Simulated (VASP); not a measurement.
Write the native input for VASP 6.6.1 that does the following.

```yaml
Task: single point
Functional: PBEsol
Potentials_or_basis: VASP PAW PBE potentials, release 64 (Mo_sv, S)
Cutoff: 700 eV
k_mesh: 9 × 9 × 1
Occupations: gaussian, width 0.02 eV
Spin: no spin polarisation
Further_INCAR_settings: ALGO = Fast; EDIFF = 1e-06; NBANDS = 49
```

The structure of MoS2 lies in POSCAR:

```
MoS2
1.0
    3.1411200000      0.0000000000      0.0000000000
   -1.5705600000      2.7202900000      0.0000000000
    0.0000000000      0.0000000000     27.6261600000
Mo S
3 6
Direct
    0.6666700000      0.3333300000      0.0000000000
    0.3333300000      0.6666700000      0.7723400000
    0.3333300000      0.6666700000      0.2276600000
    0.3333300000      0.6666700000      0.0564500000
    0.6666700000      0.3333300000      0.8287800000
    0.6666700000      0.3333300000      0.2840600000
    0.3333300000      0.6666700000      0.9435500000
    0.6666700000      0.3333300000      0.7159400000
    0.6666700000      0.3333300000      0.1712200000
```

The input as run:

INCAR

```
SYSTEM = MoS2
ALGO = Fast
EDIFF = 1E-6
ENCUT = 700
GGA = PS
ISIF = 2
ISMEAR = 0
LASPH = .True.
LCHARG = .True.
LELF = .True.
LREAL = .False.
LVHAR = .True.
LWAVE = .False.
NBANDS = 49
NELM = 60
PREC = Accurate
SIGMA = 0.02
```

KPOINTS

```
k-points
0
Gamma
  9 9 1
  0 0 0
```

Potentials or basis: VASP PAW PBE potentials, release 64 (Mo_sv, S).

Run with:

```console
$ cat potpaw_PBE.64/Mo_sv/POTCAR potpaw_PBE.64/S/POTCAR > POTCAR
$ mpirun -np 1 vasp_std > vasp.out
```

It gave:

```
Largest force          : 0.007 eV/Å
Band gap on the k mesh : 1.28 eV, indirect (least direct gap 1.77 eV)
```

Caveat: the PAW data sets were made with another functional, which shifts forces and pressure a little.

It took 10 min on 1 thread of Intel(R) Xeon(R) 6975P-C (Granite Rapids), on a shared host, peak memory 0.64 GiB.
